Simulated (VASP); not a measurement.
Al2Cu (Khatyrkite):

```xyz
6
Lattice="-3.0335 3.0335 2.4385 3.0335 -3.0335 2.4385 3.0335 3.0335 -2.4385" Properties=species:S:1:pos:R:3 pbc="T T T"
Cu    0.0000    0.0000    1.2192
Cu    0.0000    0.0000    3.6578
Al    0.9592    2.0743    0.0000
Al   -0.9592    2.0743    2.4385
Al    2.0743    0.9592    2.4385
Al    3.9927    0.9592    0.0000
```

Base run:

* Program: VASP 6.6.1
* Functional: PBE
* Potentials or basis: VASP PAW PBE potentials, release 64 (Cu, Al)
* Cutoff: 520 eV
* k mesh: 7 × 7 × 7
* Occupations: fermi-dirac, width 0.05 eV
* Spin: no spin polarisation

Its results: band gap on the k mesh none (metal or under the smearing width); pressure -0.1 GPa.

Question: The run is repeated on the same cell with these changes: functional from PBE to PBEsol. What comes out?

Answer: Band gap on the k mesh none (metal or under the smearing width); pressure -3.2 GPa.

PBEsol binds more tightly than PBE, so the same cell stands under less pressure.

Caveats: the PAW data sets were made with another functional, which shifts forces and pressure a little (some runs).

Not every run made on this cell is shown here.
